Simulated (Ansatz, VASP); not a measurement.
# B: VASP beside Ansatz

Contents of INCAR:

```
SYSTEM = B
ALGO = Normal
EDIFF = 1E-6
ENCUT = 520
GGA = PE
ISIF = 2
ISMEAR = -1
LASPH = .TRUE.
LCHARG = .FALSE.
LREAL = .FALSE.
LWAVE = .FALSE.
NBANDS = 8
NELM = 60
PREC = Accurate
SIGMA = 0.05
```

Contents of KPOINTS:

```
k-points
0
G
  24 24 24
  0 0 0
```

The input POSCAR:

```
B
1.0
    0.0000000000      1.1523929726      1.1523929726
    1.1523929726      0.0000000000      1.1523929726
    1.1523929726      1.1523929726      0.0000000000
B
1
Direct
    0.0000000000      0.0000000000      0.0000000000
```

Input for Ansatz:

```yaml
crystal:
  lattice:
    - [0.0, 1.1523929726, 1.1523929726]
    - [1.1523929726, 0.0, 1.1523929726]
    - [1.1523929726, 1.1523929726, 0.0]
  atoms:
    - { symbol: B, position: [0.0, 0.0, 0.0] }
kpoints:
  mp_grid: { grid: [24, 24, 24] }
scf:
  occupations: { method: fermi_dirac, width: 0.05 }
hamiltonian:
  xc: pbe
  pseudopotentials: { kind: all_electron, lapw: { basis_error: 0.001 } }
output:
  forces: true
  stress: true
  eigenvalues: true
  populations: true
```

Change from the starting cell: volume scaled by 0.52, LAPW.

Alike in both runs: task single point; functional PBE; k mesh 24 × 24 × 24; occupations fermi-dirac, width 0.05 eV; no spin polarisation.

```csv
,VASP,Ansatz
version,VASP 6.6.1,Ansatz 0.2.0
potentials or method,"VASP PAW PBE potentials, release 64 (B)","all-electron LAPW, scalar-relativistic"
plane-wave cutoff (eV),520,see its input
```

VASP gave:

```
pressure (GPa) : 567.9
```

Question: Estimate Ansatz's values.

Answer: Pressure (GPa): 566.4.

Ansatz ran all-electron here, so the differences hold the error of VASP's frozen core and of both bases.

Caveats: the cell as given lies far from equilibrium; so large a pressure means that the cell lies far from this level's equilibrium, or that cutoff or potentials fall short (VASP).
